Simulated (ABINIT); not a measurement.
The system is MgS.

```
S Mg
1.0
     0.00000    2.83312    2.83312
     2.83312    0.00000    2.83312
     2.83312    2.83312    0.00000
S Mg
1 1
Cartesian
  1.4166 1.4166 1.4166
  0.0000 0.0000 0.0000
```

The cell comes from a database or a generator and needn't be the stable form of this composition.

Base run:

```yaml
Program: ABINIT 10.8.3 (patched build)
Functional: PW91
Potentials_or_basis: JTH PAW PBE v2.0
Cutoff: 653 eV
k_mesh: 8 × 8 × 8
Occupations: fermi-dirac, width 0.05 eV
Spin: no spin polarisation
```

Its results: band gap on the k mesh 3.43 eV, direct; pressure 0.9 GPa.

Problem. After a change of settings the same cell gave: band gap on the k mesh 3.61 eV, direct; pressure 2.3 GPa. Which change was it?
A. functional from PW91 to SCAN
B. functional from PW91 to revPBE
C. functional from PW91 to AM05
D. functional from PW91 to r2SCAN

Solution. B.

revPBE binds less tightly than PW91, so the same cell stands under more pressure.

Caveats: the PAW data sets were made with another functional, which shifts forces and pressure a little.

Runs at the PBE level aren't shown here.
